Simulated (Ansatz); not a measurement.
## NiO: band structure with PBE

NiO:

```
CELL_PARAMETERS angstrom
0.00000 2.08590 2.08590
2.08590 0.00000 2.08590
2.08590 2.08590 0.00000
ATOMIC_POSITIONS crystal
Ni 0.00000 0.00000 0.00000
O 0.50000 0.50000 0.50000
```

- Program: Ansatz 0.2.0
- Task: band structure
- Functional: PBE
- Potentials or basis: PseudoDojo stringent (PBE files)
- Cutoff: 1415 eV
- Density cutoff: 5660 eV
- k mesh: 11 × 11 × 11
- Occupations: fermi-dirac, width 0.05 eV
- Spin: collinear spin, ferromagnetic start
- Starting moments: [1.0, 0.0] μB
- Path: [["G", "X", "W", "K", "G", "L", "U", "W", "L", "K"], ["U", "X"]]
- Points for each segment of the path: 14

| Item | Value |
| --- | --- |
| Pressure | 6.2 GPa |
| Band gap on the k mesh | none (metal or under the smearing width) |
| Net moment | 1.83 μB per cell |
| Absolute moment | 1.84 μB per cell |
| Site moments | Ni +1.47; O +0.31 μB |

Levels at the corners of the path, in eV from the Fermi level:
Spin up:
| point | band 11 | band 12 | band 13 | band 14 | band 15 | band 16 |
| --- | --- | --- | --- | --- | --- | --- |
| Γ | -2.66 | -2.66 | -2.66 | 1.60 | 17.89 | 18.91 |
| X | -2.40 | -1.65 | -1.65 | 6.19 | 10.60 | 12.24 |
| W | -1.90 | -1.65 | -1.36 | 8.52 | 10.70 | 10.70 |
| K | -1.78 | -1.54 | -1.27 | 7.84 | 10.34 | 10.54 |
| Γ | -2.66 | -2.66 | -2.66 | 1.60 | 17.89 | 18.91 |
| L | -1.42 | 0.21 | 0.21 | 5.64 | 10.01 | 14.07 |
| U | -1.78 | -1.54 | -1.27 | 7.84 | 10.34 | 10.54 |
| W | -1.90 | -1.65 | -1.36 | 8.52 | 10.70 | 10.70 |
| L | -1.42 | 0.21 | 0.21 | 5.64 | 10.01 | 14.07 |
| K | -1.78 | -1.54 | -1.27 | 7.84 | 10.34 | 10.54 |
| U | -1.78 | -1.54 | -1.27 | 7.84 | 10.34 | 10.54 |
| X | -2.40 | -1.65 | -1.65 | 6.19 | 10.60 | 12.24 |
Spin down:
```
point  band 7  band 8  band 9  band 10  band 11  band 12  band 13  band 14  band 15  band 16
    Γ   -2.42   -2.42   -1.76    -1.76    -1.76    -0.50    -0.50     1.94    17.80    19.13
    X   -3.79   -3.79   -2.75    -0.65    -0.65    -0.06     0.48     6.60    10.99    12.52
    W   -5.72   -5.11   -0.99    -0.99    -0.65     0.35     1.09     9.05    11.04    11.04
    K   -5.78   -4.34   -1.56    -0.79    -0.56     0.61     1.12     8.26    10.69    10.90
    Γ   -2.42   -2.42   -1.76    -1.76    -1.76    -0.50    -0.50     1.94    17.80    19.13
    L   -4.74   -4.74   -0.85    -0.85    -0.48     2.34     2.34     5.80    10.56    14.32
    U   -5.78   -4.34   -1.56    -0.79    -0.56     0.61     1.12     8.26    10.69    10.90
    W   -5.72   -5.11   -0.99    -0.99    -0.65     0.35     1.09     9.05    11.04    11.04
    L   -4.74   -4.74   -0.85    -0.85    -0.48     2.34     2.34     5.80    10.56    14.32
    K   -5.78   -4.34   -1.56    -0.79    -0.56     0.61     1.12     8.26    10.69    10.90
    U   -5.78   -4.34   -1.56    -0.79    -0.56     0.61     1.12     8.26    10.69    10.90
    X   -3.79   -3.79   -2.75    -0.65    -0.65    -0.06     0.48     6.60    10.99    12.52
```

It took 17 s on 2 threads of Arm Neoverse V1 (shared host), peak memory 0.48 GiB.

The gap isn't set beside the measured one, since this odd mesh misses points on the zone boundary.

Caveat: a cell with one magnetic atom can't hold antiferromagnetic order, which such compounds often take; semilocal functionals often make such compounds metallic where correlation or magnetic order opens a gap, which also shifts bond lengths.
